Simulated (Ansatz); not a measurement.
Reactions of C$_{5}$H$_{10}$, SMILES `C=C(C)CC`.

Program: Ansatz. Geometries: PBE0-D4/def2-TZVP. ΔE: electronic, gas phase. CBS: MP2 limit from def2 TZ/QZ plus the TZ coupled-cluster correction, frozen cores. This one scheme is used for every species, atoms too. Open shells (•) are unrestricted, without spin–orbit coupling. Spin–orbit coupling would lower the free atoms: a little for C. Bonds to Ga are less sure, by a few kJ/mol each and by 10 to 20 or more in all where they break to atoms, as the def2 sets lack core-valence functions. Scalar relativity is left out up to krypton. Each species was taken in one conformer, which may not be the lowest.

**Question.** Order these by ΔE at CCSD(T)/CBS, lowest first. (An estimate is asked.)
A. `C=C(C)CC` → 5 C• + 10 H•
B. `C=C(C)CC` → `CC1CCC1`
C. `C=C(C)CC` → `C=CCC` + `[CH2]` (triplet)
D. `C=C(C)CC` → `C1CCCC1`
E. `C=C(C)CC` + HCl → `C=C(Cl)CC` + CH₄
F. `C=C(C)CC` + `[BH2][GaH][OH]` → `[BH2][GaH][O]CC` + propene

**Answer.** D (-11.7 kcal/mol), E (+2.4 kcal/mol), B (+6.8 kcal/mol), F (+13.0 kcal/mol), C (+107.1 kcal/mol), A (+1451.2 kcal/mol).

Largest T1 diagnostic: 0.015, for `[BH2][GaH][OH]`.
